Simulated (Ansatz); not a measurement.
MoS2, 3 atoms in the cell. It takes space group P-3m1 (No. 164, trigonal). Conventional cell: a = 3.227 Å, b = 3.227 Å, c = 6.312 Å, α = 90.00°, β = 90.00°, γ = 120.00°. Around Mo (site symmetry -3m) lie 6 S at 2.42 Å. S (site symmetry 3m) is surrounded by 3 Mo at 2.42 Å. Measurements of this composition are mostly on another form, of space group No. 194.

| Property | Result |
| --- | --- |
| Program | Ansatz 0.2.0 |
| Task | band structure |
| Functional | r2SCAN |
| Potentials or basis | Ansatz PAW |
| Cutoff | 500 eV (not typed: the program's choice for these potentials) |
| k mesh | 7 × 7 × 3 |
| Occupations | fermi-dirac, width 0.05 eV |
| Spin | spin-orbit coupling, no magnetisation |
| Path | [["G", "M", "K", "G", "A", "L", "H", "A"], ["L", "M"], ["K", "H"]] |
| Points for each segment of the path | 14 |

Potentials or basis: Ansatz PAW.

Launch:

```sh
$ ansatz run input.yaml --threads 2 --pin off --max-ram 5632MiB --backend cpu --events-out ev --progress --plain --runs-dir out
```

Hardware: 2 threads of Intel(R) Xeon(R) Processor @ 2.50GHz (Skylake/Cascade Lake) (shared host).

Estimate the wall time of this run.

Run time: 90 s on 2 threads of Intel(R) Xeon(R) Processor @ 2.50GHz (Skylake/Cascade Lake), with other jobs on the host, peak memory 0.67 GiB. Counts: scf iterations 9, plane waves 1445, k points 20, bands 33.
